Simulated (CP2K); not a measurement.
The system is HfC.

```
Hf C
1.0
     3.28805    0.00000    0.00000
     1.64402    2.84753    0.00000
     1.64402    0.94918    2.68468
Hf C
1 1
Cartesian
  3.2880 1.8984 1.3423
  0.0000 0.0000 0.0000
```

Base run:

| Property | Result |
| --- | --- |
| Program | CP2K 2026.2 |
| Functional | PBEsol |
| Dispersion | D4 |
| Potentials or basis | POTENTIAL_UZH Hf GTH-PBE-q12, C GTH-PBE-q4; TZVP-MOLOPT-PBE-GTH basis |
| Density cutoff | 6123 eV |
| k mesh | 10 × 10 × 10 |
| Occupations | fermi-dirac, width 0.05 eV |
| Spin | no spin polarisation |

Its results: band gap on the k mesh none (metal or under the smearing width); pressure -8.4 GPa.

The run is repeated on the same cell with these changes: dispersion from D4 to rVV10. What comes out?

Band gap on the k mesh none (metal or under the smearing width); pressure -6.9 GPa.

Caveats: the potentials were made for another functional, which shifts forces and pressure; the basis of atomic orbitals isn't converged, which shifts pressures, moduli and gaps; pairwise dispersion overbinds metals, which lowers pressure and volume.

Not every run made on this cell is shown here.
